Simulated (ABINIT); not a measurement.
# CuO (P4/mmm) in ABINIT: reference runs

How does CuO come out in PBE? The cell is run as given and disturbed.

Program: ABINIT 10.8.3 (patched build). These are calculated values, not measurements. Logs are shortened: lines on timing, memory, paths and dates and some standing lists are left out, and cuts for length are marked. The log counts tension as positive stress, the text compression.

## 1. Starting point

It takes space group P4/mmm (No. 123, tetragonal). Conventional cell: a = 4.161 Å, b = 4.161 Å, c = 3.888 Å, α = 90.00°, β = 90.00°, γ = 90.00°. Around Cu (site symmetry mmm) lie 4 O at 1.94 to 2.08 Å. Cu (site symmetry 4/mmm) has 6 O at 1.94 to 2.08 Å as nearest neighbours. Around O (site symmetry 4/mmm) lie 6 Cu at 1.94 to 2.08 Å. Around O (site symmetry mmm) lie 4 Cu at 1.94 to 2.08 Å.

Measurements of this composition are mostly on another form, of space group No. 15.

## 2. Single point, PBE

run.abi

```
pp_dirpath "./"
pseudos "Cu.GGA_PBE-JTH.xml, O.GGA_PBE-JTH.xml"

structure "poscar:POSCAR"
natom 6

ecut 26.0
pawecutdg 48.0
pawxcdev 0

kptopt 1
ngkpt 7 7 7
nshiftk 1
shiftk 0.0 0.0 0.0

ixc 11

nband 45
occopt 3
tsmear 0.00183747

nstep 100
tolvrs 1.0e-9

iomode 3
prtwf 0
prtden 0
prteig 0
prtebands 0
enunit 2
```

POSCAR

```
CuO
1.0
    4.1609370000      0.0000000000      0.0000000000
    0.0000000000      4.1609370000      0.0000000000
    0.0000000000      0.0000000000      3.8876430000
Cu O
3 3
Direct
    0.5000000000      0.0000000000      0.5000000000  Cu
    0.0000000000      0.5000000000      0.5000000000  Cu
    0.0000000000      0.0000000000      0.0000000000  Cu
    0.0000000000      0.0000000000      0.5000000000  O
    0.5000000000      0.0000000000      0.0000000000  O
    0.0000000000      0.5000000000      0.0000000000  O
```

Potentials or basis: JTH PAW PBE v2.0.

Started as:

```
$ mpirun --bind-to none -np 4 abinit run.abi > log 2>&1
```

run.abo:

```text
.Version 10.8.3 of ABINIT
 Symmetries : space group P4/m m m (#123); Bravais tP (primitive tetrag.)
================================================================================
 Values of the parameters that define the memory need of the present run
     intxc =       0    ionmov =       0      iscf =      17    lmnmax =      18
     lnmax =       6     mgfft =      40  mpssoang =       3    mqgrid =    3001
     natom =       6  nloc_mem =       2    nspden =       1   nspinor =       1
    nsppol =       1      nsym =      16    n1xccc =       1    ntypat =       2
    occopt =       3   xclevel =       2
       mpw =        2893          nfft =       57600          nkpt =          40
Pmy_natom=         2
 PAW method is used; the additional fine FFT grid is defined by:
   mgfftf=        50    nfftf =    120000
================================================================================
================================================================================

--------------------------------------------------------------------------------
------------- Echo of variables that govern the present computation ------------
--------------------------------------------------------------------------------
 -outvars: echo values of preprocessed input variables --------
            acell      1.0000000000E+00  1.0000000000E+00  1.0000000000E+00 Bohr
              amu      6.35460000E+01  1.59994000E+01
             ecut      2.60000000E+01 Hartree
           enunit           2
              ixc          11
         kptrlatt        7    0    0      0    7    0      0    0    7
          kptrlen      5.14260638E+01
            natom           6
            nband          45
            ngfft          40      40      36
          ngfftdg          50      50      48
             nkpt          40
            nstep         100
             nsym          16
           ntypat           2
           occopt           3
        pawecutdg      4.80000000E+01 Hartree
         pawxcdev           0
           prtden           0
        prtebands           0
           prteig           0
            prtwf           0
            rprim      7.8630313572E+00  0.0000000000E+00  0.0000000000E+00
                       0.0000000000E+00  7.8630313572E+00  0.0000000000E+00
                       0.0000000000E+00  0.0000000000E+00  7.3465805453E+00
          spgroup         123
           tolvrs      1.00000000E-09
           tsmear      1.83747000E-03 Hartree
            typat      1  1  1  2  2  2
           useylm           1
           xangst      2.0804685000E+00  0.0000000000E+00  1.9438215000E+00
                       0.0000000000E+00  2.0804685000E+00  1.9438215000E+00
                       0.0000000000E+00  0.0000000000E+00  0.0000000000E+00
                       0.0000000000E+00  0.0000000000E+00  1.9438215000E+00
                       2.0804685000E+00  0.0000000000E+00  0.0000000000E+00
                       0.0000000000E+00  2.0804685000E+00  0.0000000000E+00
            xcart      3.9315156786E+00  0.0000000000E+00  3.6732902727E+00
                       0.0000000000E+00  3.9315156786E+00  3.6732902727E+00
                       0.0000000000E+00  0.0000000000E+00  0.0000000000E+00
                       0.0000000000E+00  0.0000000000E+00  3.6732902727E+00
                       3.9315156786E+00  0.0000000000E+00  0.0000000000E+00
                       0.0000000000E+00  3.9315156786E+00  0.0000000000E+00
             xred      5.0000000000E-01  0.0000000000E+00  5.0000000000E-01
                       0.0000000000E+00  5.0000000000E-01  5.0000000000E-01
                       0.0000000000E+00  0.0000000000E+00  0.0000000000E+00
                       0.0000000000E+00  0.0000000000E+00  5.0000000000E-01
                       5.0000000000E-01  0.0000000000E+00  0.0000000000E+00
                       0.0000000000E+00  5.0000000000E-01  0.0000000000E+00
            znucl       29.00000    8.00000

================================================================================

 chkinp: Checking input parameters for consistency.

================================================================================
== DATASET  1 ==================================================================

--- !DatasetInfo
iteration_state: {dtset: 1, }
dimensions: {natom: 6, nkpt: 40, mband: 45, nsppol: 1, nspinor: 1, nspden: 1, mpw: 2893, }
cutoff_energies: {ecut:  26.0, pawecutdg:  48.0, }
[... 151 lines left out ...]
    1      2.08046850000000     0.00000000000000     1.94382150000000
    2      0.00000000000000     2.08046850000000     1.94382150000000
    3      0.00000000000000     0.00000000000000     0.00000000000000
    4      0.00000000000000     0.00000000000000     1.94382150000000
    5      2.08046850000000     0.00000000000000     0.00000000000000
    6      0.00000000000000     2.08046850000000     0.00000000000000

 cartesian forces (hartree/bohr) at end:
    1     -0.00000000000000    -0.00000000000000    -0.00000000000000
    2     -0.00000000000000    -0.00000000000000    -0.00000000000000
    3     -0.00000000000000    -0.00000000000000    -0.00000000000000
    4     -0.00000000000000    -0.00000000000000    -0.00000000000000
    5     -0.00000000000000    -0.00000000000000    -0.00000000000000
    6     -0.00000000000000    -0.00000000000000    -0.00000000000000
 frms,max,avg= 0.0000000E+00 0.0000000E+00   0.000E+00  0.000E+00  0.000E+00 h/b

 cartesian forces (eV/Angstrom) at end:
    1     -0.00000000000000    -0.00000000000000    -0.00000000000000
    2     -0.00000000000000    -0.00000000000000    -0.00000000000000
    3     -0.00000000000000    -0.00000000000000    -0.00000000000000
    4     -0.00000000000000    -0.00000000000000    -0.00000000000000
    5     -0.00000000000000    -0.00000000000000    -0.00000000000000
    6     -0.00000000000000    -0.00000000000000    -0.00000000000000
 frms,max,avg= 0.0000000E+00 0.0000000E+00   0.000E+00  0.000E+00  0.000E+00 e/A
 length scales=  1.000000000000  1.000000000000  1.000000000000 bohr
              =  0.529177210544  0.529177210544  0.529177210544 angstroms
 Fermi (or HOMO) energy (hartree) =   0.15157   Average Vxc (hartree)=  -0.39529
 Eigenvalues (hartree) for nkpt=  40  k points:
 kpt#   1, nband= 45, wtk=  0.00292, kpt=  0.0000  0.0000  0.0000 (reduced coord)
  -3.98869   -3.97021   -3.97017   -2.42453   -2.42077   -2.42077   -2.40889   -2.40885
  -2.40588   -2.40588   -2.39747   -2.39747   -0.57741   -0.50281   -0.48712   -0.06717
  -0.06149   -0.06149    0.03038    0.03038    0.03232    0.04236    0.04553    0.04569
   0.04845    0.04845    0.06558    0.06639    0.06859    0.07696    0.07696    0.08587
   0.08724    0.08724    0.09554    0.09732    0.09732    0.09765    0.10103    0.19868
   0.37364    0.42685    0.47373    0.47373    0.55937
      occupation numbers for kpt#   1
   2.00000    2.00000    2.00000    2.00000    2.00000    2.00000    2.00000    2.00000
   2.00000    2.00000    2.00000    2.00000    2.00000    2.00000    2.00000    2.00000
   2.00000    2.00000    2.00000    2.00000    2.00000    2.00000    2.00000    2.00000
   2.00000    2.00000    2.00000    2.00000    2.00000    2.00000    2.00000    2.00000
   2.00000    2.00000    2.00000    2.00000    2.00000    2.00000    2.00000    0.00000
   0.00000    0.00000    0.00000    0.00000    0.00000
 prteigrs : prtvol=0 or 1, do not print more k-points.

 Fermi (or HOMO) energy (eV) =   4.12454   Average Vxc (eV)= -10.75647
 Eigenvalues (   eV  ) for nkpt=  40  k points:
 kpt#   1, nband= 45, wtk=  0.00292, kpt=  0.0000  0.0000  0.0000 (reduced coord)
-108.53786 -108.03503 -108.03397  -65.97496  -65.87263  -65.87263  -65.54936  -65.54814
 -65.46744  -65.46744  -65.23850  -65.23850  -15.71201  -13.68215  -13.25521   -1.82792
  -1.67332   -1.67332    0.82670    0.82670    0.87957    1.15278    1.23899    1.24340
   1.31831    1.31831    1.78450    1.80665    1.86647    2.09407    2.09407    2.33666
   2.37399    2.37399    2.59975    2.64808    2.64808    2.65711    2.74927    5.40645
  10.16715   11.61512   12.89077   12.89077   15.22113
 prteigrs : prtvol=0 or 1, do not print more k-points.

--- !EnergyTerms
iteration_state     : {dtset: 1, }
comment             : Components of total free energy in Hartree
kinetic             :  5.52617643013565E+01
hartree             :  1.82294398824038E+02
xc                  : -1.68957885003501E+01
Ewald energy        : -3.41285070667025E+02
psp_core            :  2.07075943288721E+01
local_psp           : -4.49169517785053E+02
PAW spherical_terms : -9.30853293322624E+01
internal            : -6.42171948830424E+02
'-kT*entropy'       : -1.11167854174863E-03
total_energy        : -6.42173060508966E+02
total_energy_eV     : -1.74744191862732E+04
...

--- !EnergyTermsDC
iteration_state     : {dtset: 1, }
comment             : '"Double-counting" decomposition of free energy'
band_energy         : -6.83787876599787E+01
Ewald energy        : -3.41285070667025E+02
psp_core            :  2.07075943288721E+01
xc_dc               : -1.77313047280622E+02
PAW spherical_terms : -7.59026513455139E+01
internal            : -6.42171962624268E+02
'-kT*entropy'       : -1.11167854174863E-03
total_energy_dc     : -6.42173074302810E+02
total_energy_dc_eV  : -1.74744195616228E+04
...

--- !EnergyTermsWithPAWCore
iteration_state     : {dtset: 1, }
comment             : 'Components of total free energy, including PAW core contributions'
Total energy        : -5.19057895147201E+03
Total energy DC     : -5.19057896526585E+03
Total energy (eV)   : -1.41242848688764E+05
Total energy DC (eV): -1.41242849064114E+05
...

 Cartesian components of stress tensor (hartree/bohr^3)
  sigma(1 1)= -6.24736914E-05  sigma(3 2)=  0.00000000E+00
  sigma(2 2)= -6.24736914E-05  sigma(3 1)=  0.00000000E+00
  sigma(3 3)= -3.53995353E-05  sigma(2 1)=  0.00000000E+00

-Cartesian components of stress tensor (GPa)         [Pressure=  1.5725E+00 GPa]
- sigma(1 1)= -1.83803946E+00  sigma(3 2)=  0.00000000E+00
- sigma(2 2)= -1.83803946E+00  sigma(3 1)=  0.00000000E+00
- sigma(3 3)= -1.04149029E+00  sigma(2 1)=  0.00000000E+00

== END DATASET(S) ==============================================================
================================================================================

 -outvars: echo values of variables after computation  --------
            acell      1.0000000000E+00  1.0000000000E+00  1.0000000000E+00 Bohr
           etotal     -6.4217307430E+02
            fcart     -0.0000000000E+00 -0.0000000000E+00 -0.0000000000E+00
                      -0.0000000000E+00 -0.0000000000E+00 -0.0000000000E+00
                      -0.0000000000E+00 -0.0000000000E+00 -0.0000000000E+00
                      -0.0000000000E+00 -0.0000000000E+00 -0.0000000000E+00
                      -0.0000000000E+00 -0.0000000000E+00 -0.0000000000E+00
                      -0.0000000000E+00 -0.0000000000E+00 -0.0000000000E+00
            rprim      7.8630313572E+00  0.0000000000E+00  0.0000000000E+00
                       0.0000000000E+00  7.8630313572E+00  0.0000000000E+00
                       0.0000000000E+00  0.0000000000E+00  7.3465805453E+00
           strten     -6.2473691398E-05 -6.2473691398E-05 -3.5399535307E-05
                       0.0000000000E+00  0.0000000000E+00  0.0000000000E+00
           xangst      2.0804685000E+00  0.0000000000E+00  1.9438215000E+00
                       0.0000000000E+00  2.0804685000E+00  1.9438215000E+00
                       0.0000000000E+00  0.0000000000E+00  0.0000000000E+00
                       0.0000000000E+00  0.0000000000E+00  1.9438215000E+00
                       2.0804685000E+00  0.0000000000E+00  0.0000000000E+00
                       0.0000000000E+00  2.0804685000E+00  0.0000000000E+00
             xred      5.0000000000E-01  0.0000000000E+00  5.0000000000E-01
                       0.0000000000E+00  5.0000000000E-01  5.0000000000E-01
                       0.0000000000E+00  0.0000000000E+00  0.0000000000E+00
                       0.0000000000E+00  0.0000000000E+00  5.0000000000E-01
                       5.0000000000E-01  0.0000000000E+00  0.0000000000E+00
                       0.0000000000E+00  5.0000000000E-01  0.0000000000E+00
 Calculation completed.
```

It took 85 s on 4 MPI ranks of Arm Neoverse V2, shared host; peak memory 0.56 GiB.

Results:

| Item | Value |
| --- | --- |
| Free energy | -17474.4196 eV |
| Pressure | 1.6 GPa |
| Band gap on the k mesh | none (metal or under the smearing width) |
| Valence electrons inside the program's atomic spheres | Cu 17.29, 17.27; O 4.51, 4.47 |

Caveat: an odd number of electrons without spin polarisation forces a metal; a magnetic or distorted state may lie lower; the run has no spin polarisation, though such a crystal can be magnetic; semilocal functionals often make such compounds metallic where correlation or magnetic order opens a gap, which also shifts bond lengths.

## 3. Single point, PBE (atoms moved at random, drawn with an rms of 0.05 Å)

run.abi

```
pp_dirpath "./"
pseudos "Cu.GGA_PBE-JTH.xml, O.GGA_PBE-JTH.xml"

acell 3*1.0
rprim
     7.8630313518     0.0000000000     0.0000000000
     0.0000000000     7.8630313518     0.0000000000
     0.0000000000     0.0000000000     7.3465805403
ntypat 2
znucl 29 8
natom 6
typat 1 1 1 2 2 2
xcart
     3.9679215111     0.0429714663     3.5929260256
    -0.0100332280     3.9276392015     3.6266982564
     0.0851566295    -0.0347781877     0.0006171128
     0.0271982254    -0.0406833242     3.6899523148
     3.9667184673    -0.0502840855    -0.0052968846
     0.0001336715     3.8985617115     0.0669934679
chkprim 0
chksymtnons 0
tolsym 1.0e-6

ecut 26.0
pawecutdg 48.0
pawxcdev 0

kptopt 1
ngkpt 7 7 7
nshiftk 1
shiftk 0.0 0.0 0.0

ixc 11

nband 45
occopt 3
tsmear 0.00183747

nstep 100
tolvrs 1.0e-9

iomode 3
prtwf 0
prtden 0
prteig 0
prtebands 0
enunit 1
```

Potentials or basis: JTH PAW PBE v2.0.

Started as:

```
$ mpirun --bind-to none -np 4 abinit run.abi > log 2>&1
```

Run time: 6.8 min. Hardware: 4 MPI ranks of Arm Neoverse V2, shared host; peak memory 0.92 GiB.

It converged, with:

* Free energy: -17474.3800 eV
* Pressure: 1.9 GPa
* Largest force: 0.793 eV/Å
* Band gap on the k mesh: none (metal or under the smearing width)
* Valence electrons inside the program's atomic spheres: Cu 17.29, 17.27; O 4.53, 4.49, 4.48

Forces in eV/Å, atoms in the order of the input:
```
Cu   0.016 -0.025  0.557
Cu  -0.014 -0.140  0.781
Cu  -0.190  0.011  0.007
O    0.034  0.105 -0.120
O    0.104  0.056 -0.456
O    0.050 -0.006 -0.768
```

Stress tensor (GPa, compression positive):
```
1.91 0.00 0.00
0.00 1.91 0.09
0.00 0.09 2.00
```

Levels at points of the mesh, in eV from the Fermi level:
```tsv
k point	band 36	band 37	band 38	band 39	band 40	band 41
(0.00, 0.00, 0.00)	-1.51	-1.41	-1.40	-1.34	1.28	6.04
```

Caveat: an odd number of electrons without spin polarisation forces a metal; a magnetic or distorted state may lie lower; the run has no spin polarisation, though such a crystal can be magnetic; semilocal functionals often make such compounds metallic where correlation or magnetic order opens a gap, which also shifts bond lengths.
